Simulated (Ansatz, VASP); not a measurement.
TiAl3 in VASP and in Ansatz

```
Ti Al
1.0
    -1.93626    1.93626    4.33700
     1.93626   -1.93626    4.33700
     1.93626    1.93626   -4.33700
Ti Al
1 3
Direct
  0.00000 0.00000 0.00000
  0.25000 0.75000 0.50000
  0.75000 0.25000 0.50000
  0.50000 0.50000 0.00000
```

Change from the starting cell: volume scaled by 1.04.

Alike in both runs: task single point; functional PBE; k mesh 10 × 10 × 10; occupations fermi-dirac, width 0.05 eV; no spin polarisation.

|  | VASP | Ansatz |
| --- | --- | --- |
| version | VASP 6.6.1 | Ansatz 0.2.0 |
| potentials or method | VASP PAW PBE potentials, release 64 (Ti_sv, Al) | Ansatz PAW |
| plane-wave cutoff (eV) | 520 | 420 |
| valence electrons in the cell | 21 | 21 |

Ansatz gave:

- gap on the k mesh at the Fermi level (eV): none
- pressure (GPa): -2.0

**Question.** What did VASP give for the same quantities?

**Answer.** gap on the k mesh at the Fermi level (eV): none; pressure (GPa): -2.1.

A gap of «none» marks a metal or a gap that the smearing closes.
